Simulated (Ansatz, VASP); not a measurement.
# BaTiO3, level by level in two programs

```xyz
5
Lattice="3.9181 0.0000 0.0000 0.0000 3.9181 0.0000 0.0000 0.0000 3.9360" Properties=species:S:1:pos:R:3 pbc="T T T"
Ba    0.0000    0.0000    0.0000
Ti    1.9591    1.9591    1.9286
O     0.0000    1.9591    2.0349
O     1.9591    0.0000    2.0349
O     1.9591    1.9591    0.0748
```

Single points on this cell with VASP 6.6.1 and Ansatz 0.2.0. Each row is one pair of runs. Alike in all rows: spin: off; k mesh: 7 × 7 × 7; smearing: fermi-dirac, width 0.05 eV; VASP's potentials, cutoff: VASP PAW PBE potentials, release 64 (Ba_sv, Ti_sv, O), 520 eV.

| level | Ansatz's potentials, cutoff | gap on the k mesh at the Fermi level (eV), VASP | gap on the k mesh at the Fermi level (eV), Ansatz | least direct gap on the mesh (eV), VASP | least direct gap on the mesh (eV), Ansatz | pressure (GPa), VASP | pressure (GPa), Ansatz |
| --- | --- | --- | --- | --- | --- | --- | --- |
| revPBE | Ansatz PAW, 420 eV | 2.03 | 2.10 | 2.16 | 2.19 | 20.2 | 18.0 |
| PBE+D3(BJ) | Ansatz PAW, 420 eV | 2.00 | 2.07 | 2.14 | 2.16 | 13.0 | 10.8 |
| RPBE+D3(BJ) | Ansatz PAW, 420 eV | 2.04 | 2.11 | 2.17 | 2.20 | -7.1 | -9.3 |
| PBE | Ansatz PAW earlier set, 930 eV | 2.00 | 2.07 | 2.14 | 2.16 | 16.9 | 14.6 |

Gap on the k mesh at the fermi level (eV): the two programs differ by at most 0.074; least direct gap on the mesh (eV): the two programs differ by at most 0.028; pressure (GPa): the two programs differ by at most 2.26.

Caveats: spin-orbit coupling is left out, which moves the levels of the heavy elements; so large a pressure means that the cell lies far from this level's equilibrium, or that cutoff or potentials fall short (VASP); the potentials were made for another functional, which shifts forces and pressure (VASP); an odd mesh through Γ misses points on the zone boundary, where band edges often lie (VASP); the PAW data sets were made with another functional, which shifts forces and pressure a little (VASP); odd divisions of the mesh miss points on the zone boundary, where band edges often lie, so the gap on the mesh can be too wide (Ansatz); the pressure holds a Pulay correction of +0.5 GPa for the finite cutoff (Ansatz).
